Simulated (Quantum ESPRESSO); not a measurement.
NiO2 under changes of volume

One of the cells (15.832 Å³/atom); the others are scaled copies at fixed shape and fractional positions:

```
Ni O
1.0
     1.40213    0.80952    6.97429
    -1.40213    0.80952    6.97429
     0.00000   -1.61904    6.97429
Ni O
1 2
Cartesian
  0.0000 0.0000 0.0000
  0.0000 0.0000 7.9254
  0.0000 0.0000 12.9975
```

The cell comes from a database or a generator and needn't be the stable form of this composition.

* Program: Quantum ESPRESSO 7.5
* Functional: PBEsol
* Potentials or basis: GBRV 1.5 PBEsol
* Cutoff: 612 eV
* Density cutoff: 4898 eV
* k mesh: 9 × 9 × 9
* Occupations: fermi-dirac, width 0.05 eV
* Spin: collinear spin, ferromagnetic start
* Starting moments: [1.0, 0.0, 0.0] μB

```tsv
volume (Å³/atom)	energy over the lowest point (meV/atom)	pressure (GPa)	gap on the mesh (eV)
14.882	8.32	5.1	1.46
15.199	1.19	1.9	1.42
15.516	0.00	-1.0	1.38
15.832	?	?	?
16.149	13.03	-5.8	1.31
16.466	26.12	-7.8	1.28
16.782	43.02	-9.6	1.25
```

Question: What does the run at 15.832 Å³/atom give?

Answer: Energy over the lowest point 4.15 meV/atom; pressure -3.5 GPa; gap on the mesh 1.35 eV.

Worked out: A Birch-Murnaghan fit of order 3 (a polynomial in V^(-2/3)) to the other rows has its minimum at 15.42 Å³/atom with B0 = V·E''(V) = 135 GPa and B' = 4.5 at fixed shape and positions, which overstates the stiffness. It gives 4.13 meV/atom at 15.832 Å³/atom, against the run's 4.15, and -dE/dV = -3.3 GPa, against -3.5. A straight line through the other rows of the gap, of slope -1.75 eV per unit of ln V, gives 1.35 eV, against the run's 1.35.

Energies are extrapolated to zero smearing.

Caveats: an odd mesh through Γ misses points on the zone boundary, where band edges often lie.
